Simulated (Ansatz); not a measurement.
# MgS (F-43m) in Ansatz: notebook, part 2 of 2

Ansatz 0.2.0. The steps go on from the part before.

**3. Elastic constants, PBEsol**

input.yaml

```yaml
crystal:
  lattice:
    - [0.0, 2.8331200468, 2.8331200468]
    - [2.8331200468, 0.0, 2.8331200468]
    - [2.8331200468, 2.8331200468, 0.0]
  atoms:
    - { symbol: S, position: [0.25, 0.25, 0.25] }
    - { symbol: Mg, position: [0.0, 0.0, 0.0] }
hamiltonian:
  xc: pbesol
  pseudopotentials: { kind: paw }
kpoints:
  mp_grid: { grid: [6, 6, 6] }
scf:
  occupations: { method: fixed }
output:
  forces: true
  stress: true
elastic:
  mode: relaxed_ion
  stencil: two_point
```

Potentials or basis: Ansatz PAW.

Launch:

```sh
$ ansatz run input.yaml --threads 2 --pin off --max-ram 5632MiB --backend cpu --events-out ev --progress --plain --runs-dir out
```

Standard output:

```text
Warning: RAYON_NUM_THREADS=2 ignored (pool sized by the plan → 2); use --threads N
Engine: ansatz 0.2.0, x86_64-unknown-linux-gnu
Pseudopotentials: kind: paw
Pseudopotential: S, paw, valence charge 6, recommended cutoff 420 eV (normal), S.paw.azcp
Pseudopotential: Mg, paw, valence charge 10, recommended cutoff 420 eV (normal), Mg.paw.azcp
Functional definition: PBEsol
  exchange = pbesol_x
  correlation = pbesol_c
Crystal: 2 atoms, lattice volume = 45.480 Å³
Basis set: ecut = 420 eV, 893 PW (Γ), exchange–correlation on 54×54×54 points (8 copies of the dense FFT grid, shifted against one another)
Bands: 12, of which v1, the nominal top of the filled ones, is band 8 counted from 1 (7 counted from 0)
Symmetry: 24 space group operations
Space group: F-43m (ITA 216), of the structure as read, at distance tolerance 3.6e-5 Å
k-points: 16 of 216 (time reversal used)
Non-local potential: S, projectors of the file, l = 0: 2, l = 1: 2, l = 2: 2
Non-local potential: Mg, projectors of the file, l = 0: 3, l = 1: 2, l = 2: 1
PAW form: soft (Blöchl's): semilocal exchange-correlation on the pseudo side does not see the compensation charge
PAW frozen core: S, regenerated for the run's functional, and the local potential with it (the file was generated under x = pbe(κ = 0.804, μ = 0.2195149727645171), c = pbe(β = 0.06672455060314922))
PAW frozen core: Mg, regenerated for the run's functional, and the local potential with it (the file was generated under x = pbe(κ = 0.804, μ = 0.2195149727645171), c = pbe(β = 0.06672455060314922))
PAW one-centre angular grid: S, 110 points (default); XC on 64 Gauss nodes
PAW one-centre angular grid: Mg, 110 points (default); XC on 64 Gauss nodes
Initial density: superposition of atomic densities (neutral atoms: chi_scale 0, normalization atom), corrected by the library's trained network
Initial wavefunctions: pseudopotential atomic-orbital guess
Functional: x = pbesol(κ = 0.804, μ = 0.12345679012345678), c = pbesol(β = 0.046)
SCF iter   1: F=—  HF=-2799.763871 eV  |F-HF|=—  |Δ(HF+E_count)|=         —  Δρ=3.25e-3  dr2=7.96e-3  ethr=1.77e-3  ⟨swp⟩=5.1  Hψ=1037  notcnv=0  defer=28
preconditioner: auto → none  [insulator: Δε(μ)=3.238 eV  Ē_g=10.990 eV  n_scr=14 (ndim 8)  ℏωp=15.6 eV  f_vac=0.016  ε∞_Penn≈3.0]
SCF iter   2: F=—  HF=-2799.760935 eV  |F-HF|=—  |Δ(HF+E_count)|=   2.94e-3  Δρ=9.46e-4  dr2=2.26e-4  ethr=4.98e-5  ⟨swp⟩=2.1  Hψ=412  notcnv=0  defer=28
SCF iter   3: F=—  HF=-2799.760922 eV  |F-HF|=—  |Δ(HF+E_count)|=   1.28e-5  Δρ=3.54e-4  dr2=4.28e-5  ethr=1.41e-6  ⟨swp⟩=2.0  Hψ=340  notcnv=0  defer=28
SCF iter   4: F=—  HF=-2799.760941 eV  |F-HF|=—  |Δ(HF+E_count)|=   1.88e-5  Δρ=6.81e-5  dr2=1.15e-6  ethr=2.67e-7  ⟨swp⟩=2.0  Hψ=250  notcnv=0  defer=14
SCF iter   5: F=—  HF=-2799.760940 eV  |F-HF|=—  |Δ(HF+E_count)|=   3.38e-7  Δρ=4.93e-6  dr2=7.11e-9  ethr=7.21e-9  ⟨swp⟩=2.4  Hψ=246  notcnv=0
SCF iter   6: F=—  HF=-2799.760940 eV  |F-HF|=—  |Δ(HF+E_count)|=   1.09e-8  Δρ=1.22e-6  dr2=3.66e-10  ethr=4.45e-11  ⟨swp⟩=2.0  Hψ=256  notcnv=0
SCF iter   7: F=—  HF=-2799.760940 eV  |F-HF|=—  |Δ(HF+E_count)|=  8.27e-10  Δρ=9.91e-8  dr2=3.86e-12  ethr=2.29e-12  ⟨swp⟩=2.3  Hψ=273  notcnv=0
SCF iter   8: F=-2799.760940 eV  HF=-2799.760940 eV  |F-HF|=0.00e0  |Δ(HF+E_count)|=  4.55e-13  Δρ=1.14e-8  dr2=2.56e-14  ethr=1.00e-12  ⟨swp⟩=5.2  Hψ=1089  notcnv=0
SCF 1 converged in 8 iterations: F = -2799.760940 eV  dr2 = 2.56e-14
Crystal: 2 atoms, lattice volume = 45.390 Å³
Symmetry: 8 space group operations
k-points: 30 of 216 (time reversal used)
Initial density: handed on by an earlier stage of this run
Initial wavefunctions: those handed on with the density
iter 1 solved again at ethr=3.77e-8 eV; its pass at ethr=3.10e-3 eV (dr2=6.04e-6 eV) is discarded
SCF iter   1: F=—  HF=-2799.761141 eV  |F-HF|=—  |Δ(HF+E_count)|=         —  Δρ=9.84e-5  dr2=6.39e-6  ethr=3.77e-8  ⟨swp⟩=2.8  Hψ=2258  notcnv=0  defer=41
[... 89 lines left out ...]
SCF iter   2: F=—  HF=-2799.760923 eV  |F-HF|=—  |Δ(HF+E_count)|=   3.52e-6  Δρ=7.80e-7  dr2=1.92e-10  ethr=1.52e-12  ⟨swp⟩=3.0  Hψ=1242  notcnv=0  defer=1
SCF iter   3: F=—  HF=-2799.760923 eV  |F-HF|=—  |Δ(HF+E_count)|=  4.91e-11  Δρ=4.52e-7  dr2=4.78e-11  ethr=1.20e-12  ⟨swp⟩=2.0  Hψ=868  notcnv=0  defer=1
SCF iter   4: F=—  HF=-2799.760923 eV  |F-HF|=—  |Δ(HF+E_count)|=  6.37e-12  Δρ=2.91e-7  dr2=1.71e-11  ethr=2.99e-13 (applied; sched 1.00e-12)  ⟨swp⟩=1.8  Hψ=789  notcnv=0  defer=1
SCF iter   5: F=—  HF=-2799.760923 eV  |F-HF|=—  |Δ(HF+E_count)|=  1.36e-12  Δρ=2.05e-7  dr2=8.27e-12  ethr=1.07e-13 (applied; sched 1.00e-12)  ⟨swp⟩=1.0  Hψ=552  notcnv=0  defer=1
SCF iter   6: F=—  HF=-2799.760923 eV  |F-HF|=—  |Δ(HF+E_count)|=  9.09e-13  Δρ=1.64e-7  dr2=5.25e-12  ethr=5.17e-14 (applied; sched 1.00e-12)  ⟨swp⟩=1.0  Hψ=552  notcnv=0  defer=1
SCF iter   7: F=—  HF=-2799.760923 eV  |F-HF|=—  |Δ(HF+E_count)|=  4.55e-13  Δρ=9.73e-8  dr2=1.85e-12  ethr=3.28e-14 (applied; sched 1.00e-12)  ⟨swp⟩=1.0  Hψ=552  notcnv=0  defer=1
SCF iter   8: F=—  HF=-2799.760923 eV  |F-HF|=—  |Δ(HF+E_count)|=  9.09e-13  Δρ=4.84e-8  dr2=4.48e-13  ethr=1.16e-14 (applied; sched 1.00e-12)  ⟨swp⟩=2.0  Hψ=904  notcnv=0  defer=1
SCF iter   9: F=-2799.760923 eV  HF=-2799.760923 eV  |F-HF|=0.00e0  |Δ(HF+E_count)|=    0.00e0  Δρ=1.84e-8  dr2=6.72e-14  ethr=1.00e-12  ⟨swp⟩=3.0  Hψ=2071  notcnv=0
SCF 10 converged in 9 iterations: F = -2799.760923 eV  dr2 = 6.72e-14
SCF converged after 8 iterations
Free energy (F): -2799.760940 eV
Harris-Foulkes:  -2799.760940 eV  (|F-HF|=0.00e0)
Internal energy: -2799.760940 eV  (E = F + TS)
E sigma→0 (E₀):  -2799.760940 eV
Fermi energy:    3.047899 eV
--- Per-component energies (eV) ---
  E_band       = -369.565823
  E_kinetic    = 183.606105
  E_local      = -1884.401882  (includes V_loc(G=0)·N_el)
  E_nonlocal   = 124.434085
  E_hartree    = 681.938520
  E_xc         = -125.476989
  E_vxc        = -125.453247  (∫ρ·V_xc dr)
  E_paw        = -865.399440  (= ΣΔE_a)
  E_vpaw       = -31.627918  (= ΣTr[D̂ρ^β])
  E_aug_tail   = -0.000003  (compensation charges beyond the density's cutoff)
  E_ewald      = -914.582148
  E_core_change = 0.120812  (= ΣΔE_core)
  E_smearing   = -0.000000  (= −TS)
  E_closure    = -0.000000  (closes the sum)
  Σ components = -2799.760940   (vs F -2799.760940, Δ=0.00e0)
--- Forces (eV/Å), atoms counted from 1 ---
  atom   1  S     -0.00000000     0.00000000     0.00000000
  atom   2  Mg     0.00000000    -0.00000000     0.00000000
  max |Σ_I F_I| component: 1.43e-16 eV/Å
--- Stress (GPa, compression-positive) ---
       -0.430317       0.000000      -0.000000
        0.000000      -0.430317       0.000000
       -0.000000       0.000000      -0.430317
  P = ⅓ Tr σ = -0.4303 GPa (-4.303 kbar)
--- Band table (eV; the first three rows and the last of 16) ---
  k-point 0: bands = ["-70.3607", "-37.3039", "-37.3039", "-37.3039", "-8.2138", "3.0479", "3.0479", "3.0479", "6.3302", "10.8825", "10.8825", "10.8825"]
  k-point 1: bands = ["-70.3607", "-37.3046", "-37.3040", "-37.3040", "-8.0599", "1.9549", "2.9576", "2.9576", "7.3492", "10.6235", "11.1339", "11.1339"]
  k-point 2: bands = ["-70.3607", "-37.3059", "-37.3043", "-37.3043", "-7.7159", "0.4896", "2.7939", "2.7939", "8.0464", "10.8508", "10.8508", "11.0578"]
  k-point 15: bands = ["-70.3606", "-37.3062", "-37.3053", "-37.3049", "-7.2897", "0.5155", "1.4705", "1.7685", "7.8681", "9.7764", "12.2954", "12.3134"]
--- Elastic constants: 2 strain directions × 2 members + reference (group order 24) ---
  dense FFT box of the reference and of every strained cell: 27×27×27
  strains applied: 11, 23; error gains: componentwise 1.00 (the most a stress slope's error grows in a printed constant), spectral 1.73 (1 for all six strains in a standard setting)
  C = ∂σ_k/∂η_j (tension-positive GPa; Voigt order 11 22 33 23 13 12):
        69.205     49.352     49.352     -0.000     -0.000     -0.000
        49.352     69.205     49.352     -0.000     -0.000      0.000
        49.352     49.352     69.205     -0.000      0.000     -0.000
         0.000     -0.000      0.000     28.090     -0.000      0.000
         0.000      0.000     -0.000      0.000     28.090     -0.000
        -0.000      0.000     -0.000     -0.000     -0.000     28.090
  reference stress σ⁰ (GPa):      0.430      0.430      0.430     -0.000      0.000     -0.000
  C* (energy form; C + prestress term) asymmetry max|C*_kj − C*_jk| = 7.105e-15 GPa — a small one proves nothing (zero by symmetry where the batch's group is 432, −43m or m−3m); a large one is finite-difference/SCF noise where every solve meets its electron count
  moduli (Voigt/Reuss/Hill, GPa): K = 55.97/55.97/55.97   G = 20.82/16.22/18.52   E = 50.05   ν = 0.351
  mechanically stable: yes (min eigenvalue of sym C = 19.85 GPa)
  strain η (Voigt 11):  stress-route row diagonal C_11 = 69.21 GPa, energy-path curvature d²(F+E_count+ΔE)/dδ²/Ω₀ = 69.20 GPa
         δ    σ_11 (GPa)             F (eV)   n_scf  n_hpsi   n_pw
    -2.000e-3       0.2917       -2799.7611446       7    6308    909   relax 0 steps, max|allowed force component| 6.94e-17 eV/Å
     2.000e-3       0.5685       -2799.7606551       7    6732    911   relax 0 steps, max|allowed force component| 6.94e-17 eV/Å
  strain η (Voigt 23):  stress-route row diagonal C_44 = 28.09 GPa, energy-path curvature d²(F+E_count+ΔE)/dδ²/Ω₀ = 27.87 GPa
         δ    σ_23 (GPa)             F (eV)   n_scf  n_hpsi   n_pw
    -2.000e-3      -0.0562       -2799.7609234       9   11234    911   relax 3 steps, max|allowed force component| 6.71e-8 eV/Å
     2.000e-3       0.0562       -2799.7609234       9   11232    911   relax 2 steps, max|allowed force component| 1.04e-7 eV/Å
```

elastic.tsv:

```text
[... 16 lines left out ...]
6	-3.9130998302e-30	3.9130998502e-30	-7.0064923216e-46	-1.2621774484e-29	-1.1654100899e-21	2.8089572370e1	-2.3161111831e-16	-2.3161111831e-16	-2.3161111831e-16	-1.2621774484e-29	-1.1654100899e-21	2.8089572370e1	3.2324454688e-32	-3.2252232113e-32	5.4738221263e-48	1.5407439555e-33	-1.0977404624e-23	-4.4942864891e-3
```

Run time: 28 s. Hardware: 2 threads of Intel Xeon at 2.50GHz (Skylake/Cascade Lake), shared host; peak memory 0.35 GiB.

What came out:

- Free energy: -2799.7609 eV
- Pressure: -0.4 GPa
- Band gap on the k mesh: 3.28 eV, direct
- Elastic constants C11, C12, C44: 69, 49, 28 GPa
- Voigt bulk modulus: 56 GPa

Elastic tensor in Voigt notation (GPa, in the Cartesian axes of the cell as first typed):
```
69 49 49  0  0  0
49 69 49  0  0  0
49 49 69  0  0  0
 0  0  0 28  0  0
 0  0  0  0 28  0
 0  0  0  0  0 28
```

Caveat: the PAW data sets come from PBE, with cores solved anew for the run's functional, which leaves a small shift of forces and pressure.
